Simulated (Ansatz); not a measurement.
How C stores the work of compression

Computed with DFT PBE, scalar-relativistic, plane waves, PAW in Ansatz. Run with 420 eV cutoff, 21×21×6 k-mesh, Gaussian smearing of 0.10 eV, no spin polarisation.

The relaxed crystal:

```yaml
crystal:
  lattice:
    - [2.46651, 0.00000, 0.00000]
    - [-1.23326, 2.13606, 0.00000]
    - [0.00000, 0.00000, 8.52970]
  atoms:
    - { symbol: C, position: [0.00000, 0.00000, 0.25000] }
    - { symbol: C, position: [0.00000, 0.00000, 0.75000] }
    - { symbol: C, position: [0.33333, 0.66667, 0.25000] }
    - { symbol: C, position: [0.66667, 0.33333, 0.75000] }
```

Cell and atoms were relaxed at each target pressure within the start's symmetry (P6_3/mmc), at zero temperature; other phases can be more stable under pressure. H = E + PV with P the target; E is the free energy at the smearing used, whose derivative the pressure is, per atom and counted from zero pressure. The mesh named is that at zero pressure; some other pressures ran on another.

```
P (GPa) V (Å³/atom) E − E0 (meV) H − H0 (meV)
      0       11.235           0.0           0.0
      2        9.244           7.9         123.2
      5        8.496          23.2         288.3
     10        7.905          49.9         543.3
     20        7.262         108.1        1014.6
     40        6.555         236.0        1872.4
```

Q: Thermodynamics gives dH/dP = V along a relaxed path. Integrate V over P by the trapezoid rule and compare with the computed enthalpies.

A: With 1 eV/Å³ = 160.22 GPa, each step adds the mean volume times ΔP / 160.22:
| P (GPa) | ∫V dP (meV) | H − H0 (meV) | difference (meV) |
| --- | --- | --- | --- |
| 2 | 127.8 | 123.2 | 4.6 |
| 5 | 293.9 | 288.3 | 5.6 |
| 10 | 549.8 | 543.3 | 6.6 |
| 20 | 1023.2 | 1014.6 | 8.6 |
| 40 | 1885.5 | 1872.4 | 13.1 |

V(P) curves upward, so the trapezoid rule runs high; integrating a smooth curve through the same points puts that excess at about 11.0 meV at 40 GPa, against the 13.1 meV found. What is left comes from the shape of V(P) between points this far apart, and from the mesh, the smearing and the stress tolerance.

Q: At 40 GPa, how much of the enthalpy change is stored energy and how much is the PV term?

A: E rises by 236 meV/atom and PV is 40 × 6.555 / 160.22 = 1636 meV/atom, so PV makes 87 % of ΔH. So between rival structures at high pressure a small difference in volume can outweigh the difference in energy: 1 % of this volume is worth 16.4 meV/atom at this pressure.

Q: What bulk modulus do the lowest pressures give, and how is the compression shared among the axes?

A: From the pressures that the runs reached, 0.01 GPa (11.235 Å³) and 1.98 GPa (9.244 Å³), B = −ΔP/Δln V = 1.97 / 0.1950 = 10 GPa, a mean over that range. The linear compressibilities −Δln(length)/ΔP are 0.94 along a, 0.94 along b, 96.77 along c (in TPa⁻¹). With fixed angles they add up to 1/B: 98.66 against 98.66. Softest: c, at 98 % of the volume change per axis.

The crystal is graphite, and its compression is almost entirely the closing of the gaps between layers. Strong sp² σ bonds keep a nearly fixed, while along c the layers resist mainly through Pauli repulsion between their filled π clouds. That repulsion grows steeply as they approach, so the first 2 GPa removes about as much volume as the next 18 GPa.

The soft start is exaggerated, however. The relaxed c axis is much longer than that of real graphite, and the bulk modulus of 10 GPa is well below the measured one. The likely cause is that PBE lacks the long-range dispersion attraction that holds the layers together. The in-plane stiffness, set by covalent bonds, should suffer little, and the volumes probably become more realistic once repulsion dominates. The enthalpies don't recover in the same way: counted from zero pressure, they carry the excess volume of the first steps up to 40 GPa. Agreement with the integral of V therefore shows internal consistency, not an accurate equation of state for graphite.
